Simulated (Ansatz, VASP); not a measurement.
# TaN in VASP and in Ansatz

```
CELL_PARAMETERS angstrom
-3.10359 0.00000 0.00000
-1.55179 -2.68779 0.00000
0.00000 0.00000 12.02010
ATOMIC_POSITIONS crystal
Ta 0.33333 0.33333 0.01488
Ta 0.33333 0.33333 0.51488
Ta 0.66667 0.66667 0.26488
Ta 0.66667 0.66667 0.76488
N 0.33333 0.33333 0.17762
N 0.33333 0.33333 0.67762
N 0.66667 0.66667 0.42762
N 0.66667 0.66667 0.92762
```

Alike in both runs: task single point; functional LDA; k mesh 14 × 14 × 4; occupations gaussian, width 0.15 eV; no spin polarisation.

|  | VASP | Ansatz |
| --- | --- | --- |
| version | VASP 6.6.1 | Ansatz 0.2.0 |
| potentials or method | VASP PAW LDA potentials, release 64 (Ta_pv, N) | scalar-relativistic, plane waves, PAW |
| plane-wave cutoff (eV) | 520 | 520 |
| valence electrons in the cell | 64 | 72 |

Ansatz gave:

```
gap on the k mesh at the Fermi level (eV)       : none
pressure (GPa)                                  : 0.0
largest component of the traceless stress (GPa) : 0.03
rms of the force components (eV/Å)              : 0.001
```

Problem. What did VASP give for the same quantities?

Solution. gap on the k mesh at the Fermi level (eV): none; pressure (GPa): 1.5; largest component of the traceless stress (GPa): 0.52; rms of the force components (eV/Å): 0.011.

Atom by atom the forces differ by 0.012 eV/Å (rms over components). A gap of «none» marks a metal or a gap that the smearing closes. The two sets of potentials don't hold the same shells in valence.

The runs have no spin-orbit coupling, so splittings on Ta are missing.
